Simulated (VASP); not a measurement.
# ZnS (P2_1) in VASP: notebook

The runs below take ZnS through single point, with PBE.

Everything below comes from runs of VASP 6.6.1. Logs are shortened: lines on timing, memory, paths and dates and some standing lists are left out, and cuts for length are marked.

### 1 The cell of the first run

It takes space group P2_1 (No. 4, monoclinic). Conventional cell: a = 3.846 Å, b = 6.304 Å, c = 3.846 Å, α = 90.00°, β = 120.00°, γ = 90.00°. Zn (site symmetry 1) has 4 S at 2.35 to 2.37 Å as nearest neighbours. S (site symmetry 1) has 4 Zn at 2.35 to 2.37 Å as nearest neighbours.

### 2 Single point, PBE (mode 4 frozen in at -0.065 Å, equal normal strain along x and y +0.0000)

Contents of INCAR:

```
SYSTEM = ZnS
  ALGO = Fast
  EDIFF = 1E-7
  ENCUT = 520
  GGA = PE
  ISIF = 2
  ISMEAR = 0
  LASPH = .TRUE.
  LCHARG = .FALSE.
  LREAL = .FALSE.
  LWAVE = .FALSE.
  NBANDS = 26
  NELM = 100
  PREC = Accurate
  SIGMA = 0.05
```

Contents of KPOINTS:

```
k-points
0
G
  9 9 4
  0 0 0
```

Contents of POSCAR:

```
ZnS
1.0
    3.8455587354      0.0000000000      0.0000000000
   -1.9227793677      3.3303515566      0.0000000000
    0.0000000000      0.0000000000      6.3037246812
Zn S
2 2
Direct
    0.3163527059      0.6666666667      0.0052003729
    0.6836472941      0.3333333333      0.5052003729
    0.3470553733      0.6666666667      0.3797996271
    0.6529446267      0.3333333333      0.8797996271
```

Potentials or basis: VASP PAW PBE potentials, release 64 (Zn, S).

Started as:

```sh
$ cat potpaw_PBE.64/Zn/POTCAR potpaw_PBE.64/S/POTCAR > POTCAR
$ mpirun -np 1 vasp_std > vasp.out
```

OUTCAR:

```text
SYSTEM = ZnS
   EDIFF = 1E-7
   ENCUT = 520
   GGA = PE
   ISIF = 2
   ISMEAR = 0
   LASPH = .TRUE.
   LREAL = .FALSE.
   NELM = 100
   PREC = Accurate

 ion  position               nearest neighbor table
   1  0.316  0.667  0.005-   4 2.35   4 2.36   3 2.36   4 2.37
   2  0.684  0.333  0.505-   3 2.35   3 2.36   4 2.36   3 2.37
   3  0.347  0.667  0.380-   2 2.35   2 2.36   1 2.36   2 2.37
   4  0.653  0.333  0.880-   1 2.35   1 2.36   2 2.36   1 2.37

  LATTYP: Found a hexagonal cell.
 ALAT       =     3.8455587354
 C/A-ratio  =     1.6392220520

  Lattice vectors:

 A1 = (   3.8455587354,   0.0000000000,   0.0000000000)
 A2 = (  -1.9227793677,   3.3303515566,   0.0000000000)
 A3 = (   0.0000000000,   0.0000000000,   6.3037246812)

Analysis of symmetry for initial positions (statically):
=====================================================================
 Subroutine PRICEL returns:
 Original cell was already a primitive cell.

 Routine SETGRP: Setting up the symmetry group for a
 hexagonal supercell.

 Subroutine GETGRP returns: Found  2 space group operations
 (whereof  1 operations were pure point group operations)
 out of a pool of 24 trial point group operations.

The static configuration has the point symmetry C_1 .
 The point group associated with its full space group is C_2 .

Analysis of symmetry for dynamics (positions and initial velocities):
=====================================================================
 Subroutine PRICEL returns:
 Original cell was already a primitive cell.

 Routine SETGRP: Setting up the symmetry group for a
 hexagonal supercell.

 Subroutine GETGRP returns: Found  2 space group operations
 (whereof  1 operations were pure point group operations)
 out of a pool of 24 trial point group operations.

The dynamic configuration has the point symmetry C_1 .
 The point group associated with its full space group is C_2 .

 Subroutine INISYM returns: Found  2 space group operations
 (whereof  1 operations are pure point group operations),
 and found     1 'primitive' translations

----------------------------------------------------------------------------------------

                                     Primitive cell

  volume of cell :      80.7322

  direct lattice vectors                    reciprocal lattice vectors
[... 91 lines left out ...]
   EDIFF  = 0.1E-06   stopping-criterion for ELM
   LREAL  =      F    real-space projection
   EDIFFG = 0.1E-05   stopping-criterion for IOM
   NSW    =      0    number of steps for IOM
   IBRION =     -1    ionic relax: 0-MD 1-quasi-New 2-CG
   NFREE  =      0    steps in history (QN), initial steepest desc. (CG)
   ISIF   =      2    stress and relaxation
   ISYM   =      2    0-nonsym 1-usesym 2-fastsym
   POTIM  = 0.5000    time-step for ionic-motion
   TEBEG  =    0.0;   TEEND  =   0.0 temperature during run
   PSTRESS=    0.0 pullay stress
   NELECT =      36.0000    total number of electrons
   NUPDOWN=      -1.0000    fix difference up-down
   EMIN   =  10.00;   EMAX   =-10.00  energy-range for DOS
   EFERMI =   0.00;   METHOD = LEGACY
   ISMEAR =     0;   SIGMA  =   0.05  broadening in eV -4-tet -1-fermi 0-gaus
   EFERMI_NEDOS =   21; number of points for ismear=-14 and -15
   IALGO  =     68    algorithm
   IMIX   =      4    mixing-type and parameters
     AMIX     =   0.40;   BMIX     =  1.00
     AMIX_MAG =   1.60;   BMIX_MAG =  1.00
  volume/ion in A,a.u.               =      20.18       136.20
  Fermi-wavevector in a.u.,A,eV,Ry     =   1.250720  2.363518 21.283599  1.564300
  Thomas-Fermi vector in A             =   2.384701
   LORBIT       =      0    0 simple, 1 ext, 2 COOP (PROOUT), +10 PAW based schemes
   GGA     = PE    functional components
   LHFCALC =     F    Hartree Fock is set to
   AEXX    =    0.0000 exact exchange contribution
   IVDW    =     0    specifies the selected vdW correction
   LEPSILON=     F    determine dielectric tensor
   LRPA    =     F    only Hartree local field effects (RPA)
 non-spin polarized calculation
 RMM-DIIS sequential band-by-band and
 Gauss-broadening in eV      SIGMA  =   0.05
  energy-cutoff  :      520.00
  volume of cell :       80.73
 maximum number of plane-waves:      2208
 NGX is ok and might be reduce to    30
   NGX = 15   NGY = 15   NGZ = 23

 number of electron      36.0000012 magnetization

 Free energy of the ion-electron system (eV)
  ---------------------------------------------------
  ext. energy  EPLUGINS =         0.00000000
  ---------------------------------------------------
  free energy    TOTEN  =       -13.68705101 eV

  energy without entropy =      -13.68705101  energy(sigma->0) =      -13.68705101

 E-fermi :   2.1489     XC(G=0):  -9.5182

 val. band max:        1.9354274085   @ k =   0.0000   0.0000   0.0000
 cond. band min:       3.9915612305   @ k =   0.0000   0.0000   0.0000
 fundamental gap:      2.0561338220
 Fermi energy:         2.1488844788

 k-point     1 :       0.0000    0.0000    0.0000
  band No.  band energies     occupation
      1     -11.0917      2.00000
      2     -10.2009      2.00000
      3      -4.3443      2.00000
      4      -4.3424      2.00000
      5      -4.3140      2.00000
      6      -4.2548      2.00000
[... 685 lines left out ...]
     25      10.8154      0.00000
     26      11.5028      0.00000

 [... further k-points ...]

------------------------ aborting loop because EDIFF is reached ----------------------------------------

  FORCE on cell =-STRESS in cart. coord.  units (eV):
  Direction    XX          YY          ZZ          XY          YZ          ZX
  --------------------------------------------------------------------------------------
  -------------------------------------------------------------------------------------
  Total        0.0245009      0.0373623      0.0090461     -0.0619113      0.0000000      0.0000000
  in kB        0.4862341      0.7414762      0.1795254     -1.2286652      0.0000000      0.0000000
  external PRESSURE =       0.4690786 kB  Pullay stress =       0.0000000 kB

 VOLUME and BASIS-vectors are now :
 -----------------------------------------------------------------------------
  energy-cutoff  :      520.00
  volume of cell :       80.73
      direct lattice vectors                 reciprocal lattice vectors
     3.845558735  0.000000000  0.000000000     0.260040236  0.150134300  0.000000000
    -1.922779368  3.330351557  0.000000000     0.000000000  0.300268600  0.000000000
     0.000000000  0.000000000  6.303724681     0.000000000  0.000000000  0.158636370

 POSITION                                       TOTAL-FORCE (eV/Angst)
 -----------------------------------------------------------------------------------
     -0.06530      2.22023      0.03278         0.077314      0.003032      0.010514
      1.98808      1.11012      3.18464        -0.077314     -0.003032      0.010514
      0.05277      2.22023      2.39415        -0.030285      0.001928     -0.010514
      1.87001      1.11012      5.54601         0.030285     -0.001928     -0.010514
 -----------------------------------------------------------------------------------
    total drift:                                0.000000     -0.000000     -0.000242

  FREE ENERGIE OF THE ION-ELECTRON SYSTEM (eV)
  ---------------------------------------------------
  free  energy   TOTEN  =       -13.6870510146 eV

  energy  without entropy=      -13.6870510146  energy(sigma->0) =      -13.68705101
```

Wall time 5.1 min (1 thread of Intel Xeon Platinum 8259CL at 2.50GHz (Skylake/Cascade Lake), shared host); peak memory 0.35 GiB.

What came out:

```
Free energy            : -13.6871 eV
Pressure               : 0.0 GPa
Largest force          : 0.078 eV/Å
Band gap on the k mesh : 2.06 eV, direct
```

Forces in eV/Å, atoms in the order of the input:
```
Zn   0.077  0.003  0.011
Zn  -0.077 -0.003  0.011
S   -0.030  0.002 -0.011
S    0.030 -0.002 -0.011
```

Stress tensor (GPa, compression positive):
```
 0.05 -0.12  0.00
-0.12  0.07  0.00
 0.00  0.00  0.02
```

### 3 Single point, PBE (mode 4 frozen in at -0.196 Å, equal normal strain along x and y +0.0133)

Contents of INCAR:

```
PREC = Accurate
ENCUT = 520
EDIFF = 1E-7
ISMEAR = 0
SIGMA = 0.05
LREAL = F
LASPH = T
NELM = 100
ALGO = Fast
ISIF = 2
LWAVE = F
LCHARG = F
GGA = PE
NBANDS = 26
```

Contents of KPOINTS:

```
Automatic mesh
0
Gamma
  9 9 4
```

Contents of POSCAR:

```
ZnS
1.0
    3.8967046666      0.0000000000      0.0000000000
   -1.9483523333      3.3746452323      0.0000000000
    0.0000000000      0.0000000000      6.3037246812
Zn S
2 2
Direct
    0.2823654471      0.6666666667      0.0052003729
    0.7176345529      0.3333333333      0.5052003729
    0.3745204671      0.6666666667      0.3797996271
    0.6254795329      0.3333333333      0.8797996271
```

Potentials or basis: VASP PAW PBE potentials, release 64 (Zn, S).

Started as:

```sh
$ cat potpaw_PBE.64/Zn/POTCAR potpaw_PBE.64/S/POTCAR > POTCAR
$ mpirun -np 1 vasp_std > vasp.out
```

OUTCAR:

```text
PREC = Accurate
   ENCUT = 520
   EDIFF = 1E-7
   ISMEAR = 0
   LREAL = F
   LASPH = T
   NELM = 100
   ISIF = 2
   GGA = PE

 ion  position               nearest neighbor table
   1  0.282  0.667  0.005-   4 2.35   4 2.38   3 2.39   4 2.42
   2  0.718  0.333  0.505-   3 2.35   3 2.38   4 2.39   3 2.42
   3  0.375  0.667  0.380-   2 2.35   2 2.38   1 2.39   2 2.42
   4  0.625  0.333  0.880-   1 2.35   1 2.38   2 2.39   1 2.42

  LATTYP: Found a hexagonal cell.
 ALAT       =     3.8967046666
 C/A-ratio  =     1.6177065548

  Lattice vectors:

 A1 = (   3.8967046666,   0.0000000000,   0.0000000000)
 A2 = (  -1.9483523333,   3.3746452323,   0.0000000000)
 A3 = (   0.0000000000,   0.0000000000,   6.3037246812)

Analysis of symmetry for initial positions (statically):
=====================================================================
 Subroutine PRICEL returns:
 Original cell was already a primitive cell.

 Routine SETGRP: Setting up the symmetry group for a
 hexagonal supercell.

 Subroutine GETGRP returns: Found  2 space group operations
 (whereof  1 operations were pure point group operations)
 out of a pool of 24 trial point group operations.

The static configuration has the point symmetry C_1 .
 The point group associated with its full space group is C_2 .

Analysis of symmetry for dynamics (positions and initial velocities):
=====================================================================
 Subroutine PRICEL returns:
 Original cell was already a primitive cell.

 Routine SETGRP: Setting up the symmetry group for a
 hexagonal supercell.

 Subroutine GETGRP returns: Found  2 space group operations
 (whereof  1 operations were pure point group operations)
 out of a pool of 24 trial point group operations.

The dynamic configuration has the point symmetry C_1 .
 The point group associated with its full space group is C_2 .

 Subroutine INISYM returns: Found  2 space group operations
 (whereof  1 operations are pure point group operations),
 and found     1 'primitive' translations

----------------------------------------------------------------------------------------

                                     Primitive cell

  volume of cell :      82.8940

  direct lattice vectors                    reciprocal lattice vectors
     3.896704667  0.000000000  0.000000000     0.256627095  0.148163723  0.000000000
    -1.948352333  3.374645232  0.000000000     0.000000000  0.296327445  0.000000000
     0.000000000  0.000000000  6.303724681     0.000000000  0.000000000  0.158636370

  length of vectors
     3.896704667  3.896704667  6.303724681     0.296327445  0.296327445  0.158636370

  position of ions in fractional coordinates (direct lattice)
     0.282365447  0.666666667  0.005200373
     0.717634553  0.333333333  0.505200373
     0.374520467  0.666666667  0.379799627
     0.625479533  0.333333333  0.879799627

  ion indices of the primitive-cell ions
   primitive index   ion index
                 1           1
                 2           2
                 3           3
                 4           4

----------------------------------------------------------------------------------------

[... 25 lines left out ...]
            Coordinates               Weight
  0.000000  0.000000  0.000000      1.000000
  0.111111 -0.000000  0.000000      2.000000
  0.000000  0.111111  0.000000      2.000000
 -0.111111  0.111111  0.000000      2.000000
  0.222222 -0.000000  0.000000      2.000000
  0.000000  0.222222  0.000000      2.000000
[... 16 lines left out ...]
  0.333333  0.111111  0.000000      2.000000
 -0.111111  0.444444  0.000000      2.000000
 [... further k-points ...]
   k-points           NKPTS =    123   k-points in BZ     NKDIM =    123   number of bands    NBANDS=     26
   number of dos      NEDOS =    301   number of ions     NIONS =      4
   total plane-waves  NPLWV =  43200
   dimension x,y,z NGX =    30 NGY =   30 NGZ =   48
   dimension x,y,z NGXF=    60 NGYF=   60 NGZF=   96
   ions per type =               2   2
   NGX,Y,Z   is equivalent  to a cutoff of  12.80, 12.80, 12.66 a.u.
   NGXF,Y,Z  is equivalent  to a cutoff of  25.60, 25.60, 25.32 a.u.
 SYSTEM =  unknown system
   PREC   = accura    normal or accurate (medium, high low for compatibility)
   ISTART =      0    job   : 0-new  1-cont  2-samecut
   ICHARG =      2    charge: 1-file 2-atom 10-const
   ISPIN  =      1    spin polarized calculation?
   LNONCOLLINEAR =      F non collinear calculations
   LSORBIT =      F    spin-orbit coupling
   LASPH  =      T    aspherical Exc in radial PAW
   ENCUT  =  520.0 eV  38.22 Ry    6.18 a.u.   7.25  7.25 11.72*2*pi/ulx,y,z
   NELM   =    100;   NELMIN=  2; NELMDL= -5     # of ELM steps
   EDIFF  = 0.1E-06   stopping-criterion for ELM
   LREAL  =      F    real-space projection
   EDIFFG = 0.1E-05   stopping-criterion for IOM
   NSW    =      0    number of steps for IOM
   IBRION =     -1    ionic relax: 0-MD 1-quasi-New 2-CG
   NFREE  =      0    steps in history (QN), initial steepest desc. (CG)
   ISIF   =      2    stress and relaxation
   ISYM   =      2    0-nonsym 1-usesym 2-fastsym
   POTIM  = 0.5000    time-step for ionic-motion
   TEBEG  =    0.0;   TEEND  =   0.0 temperature during run
   PSTRESS=    0.0 pullay stress
   NELECT =      36.0000    total number of electrons
   NUPDOWN=      -1.0000    fix difference up-down
   EMIN   =  10.00;   EMAX   =-10.00  energy-range for DOS
   EFERMI =   0.00;   METHOD = LEGACY
   ISMEAR =     0;   SIGMA  =   0.05  broadening in eV -4-tet -1-fermi 0-gaus
   EFERMI_NEDOS =   21; number of points for ismear=-14 and -15
   IALGO  =     68    algorithm
   IMIX   =      4    mixing-type and parameters
     AMIX     =   0.40;   BMIX     =  1.00
     AMIX_MAG =   1.60;   BMIX_MAG =  1.00
  volume/ion in A,a.u.               =      20.72       139.85
  Fermi-wavevector in a.u.,A,eV,Ry     =   1.239752  2.342791 20.911941  1.536984
  Thomas-Fermi vector in A             =   2.374222
   LORBIT       =      0    0 simple, 1 ext, 2 COOP (PROOUT), +10 PAW based schemes
   GGA     = PE    functional components
   LHFCALC =     F    Hartree Fock is set to
   AEXX    =    0.0000 exact exchange contribution
   IVDW    =     0    specifies the selected vdW correction
   LEPSILON=     F    determine dielectric tensor
   LRPA    =     F    only Hartree local field effects (RPA)
 non-spin polarized calculation
 RMM-DIIS sequential band-by-band and
 Gauss-broadening in eV      SIGMA  =   0.05
  energy-cutoff  :      520.00
  volume of cell :       82.89
 maximum number of plane-waves:      2273
 NGX is ok and might be reduce to    30
   NGX = 15   NGY = 15   NGZ = 23

 number of electron      35.9999978 magnetization

 Free energy of the ion-electron system (eV)
  ---------------------------------------------------
  ext. energy  EPLUGINS =         0.00000000
  ---------------------------------------------------
  free energy    TOTEN  =       -13.61763456 eV

  energy without entropy =      -13.61763456  energy(sigma->0) =      -13.61763456

 E-fermi :   1.9223     XC(G=0):  -9.4057

 val. band max:        1.7140071706   @ k =   0.0000   0.0000   0.0000
 cond. band min:       3.6013625500   @ k =   0.0000   0.0000   0.0000
 fundamental gap:      1.8873553794
 Fermi energy:         1.9223486556

 k-point     1 :       0.0000    0.0000    0.0000
  band No.  band energies     occupation
      1     -11.1374      2.00000
      2     -10.2585      2.00000
      3      -4.5111      2.00000
      4      -4.4991      2.00000
      5      -4.4279      2.00000
      6      -4.4019      2.00000
[... 685 lines left out ...]
     25      10.5281      0.00000
     26      11.1500      0.00000

 [... further k-points ...]

------------------------ aborting loop because EDIFF is reached ----------------------------------------

  FORCE on cell =-STRESS in cart. coord.  units (eV):
  Direction    XX          YY          ZZ          XY          YZ          ZX
  --------------------------------------------------------------------------------------
  -------------------------------------------------------------------------------------
  Total       -1.1016755     -0.9732494     -0.5143198     -0.2696783      0.0000000      0.0000000
  in kB      -21.2932236    -18.8109997     -9.9407924     -5.2123523      0.0000000      0.0000000
  external PRESSURE =     -16.6816719 kB  Pullay stress =       0.0000000 kB

 VOLUME and BASIS-vectors are now :
 -----------------------------------------------------------------------------
  energy-cutoff  :      520.00
  volume of cell :       82.89
      direct lattice vectors                 reciprocal lattice vectors
     3.896704667  0.000000000  0.000000000     0.256627095  0.148163723  0.000000000
    -1.948352333  3.374645232  0.000000000     0.000000000  0.296327445  0.000000000
     0.000000000  0.000000000  6.303724681     0.000000000  0.000000000  0.158636370

 POSITION                                       TOTAL-FORCE (eV/Angst)
 -----------------------------------------------------------------------------------
     -0.19861      2.24976      0.03278         0.220060      0.026239      0.010477
      2.14696      1.12488      3.18464        -0.220060     -0.026239      0.010477
      0.16049      2.24976      2.39415        -0.131325      0.016659     -0.010477
      1.78786      1.12488      5.54601         0.131325     -0.016659     -0.010477
 -----------------------------------------------------------------------------------
    total drift:                                0.000000     -0.000000     -0.000031

  FREE ENERGIE OF THE ION-ELECTRON SYSTEM (eV)
  ---------------------------------------------------
  free  energy   TOTEN  =       -13.6176345585 eV

  energy  without entropy=      -13.6176345585  energy(sigma->0) =      -13.61763456
```

OSZICAR:

```text
N       E                     dE             d eps       ncg     rms          rms(c)
DAV:   1     0.241277208201E+03    0.24128E+03   -0.16961E+04  6396   0.164E+03
DAV:   2     0.994986504800E+01   -0.23133E+03   -0.22103E+03  6642   0.343E+02
DAV:   3    -0.139027060479E+02   -0.23853E+02   -0.23604E+02  7590   0.110E+02
[... 13 lines left out ...]
RMM:  17    -0.136176347041E+02    0.40989E-06   -0.12709E-06  7515   0.111E-02    0.222E-02
RMM:  18    -0.136176344325E+02    0.27162E-06   -0.27594E-06  7665   0.125E-02    0.302E-02
RMM:  19    -0.136176347256E+02   -0.29314E-06   -0.87991E-07  7211   0.575E-03    0.289E-02
RMM:  20    -0.136176345563E+02    0.16928E-06   -0.10871E-07  4388   0.288E-03    0.209E-02
RMM:  21    -0.136176345585E+02   -0.21537E-08   -0.49533E-08  3903   0.119E-03
   1 F= -.13617635E+02 E0= -.13617635E+02  d E =-.250936E-11
```

It took 5.3 min on 1 thread of Intel Xeon Platinum 8259CL at 2.50GHz (Skylake/Cascade Lake), shared host; peak memory 0.35 GiB.

What came out:

```yaml
Free_energy: -13.6176 eV
Pressure: -1.7 GPa
Largest_force: 0.222 eV/Å
Band_gap_on_the_k_mesh: 1.89 eV, direct
```

Forces in eV/Å, atoms in the order of the input:
```
Zn   0.220  0.026  0.010
Zn  -0.220 -0.026  0.010
S   -0.131  0.017 -0.010
S    0.131 -0.017 -0.010
```
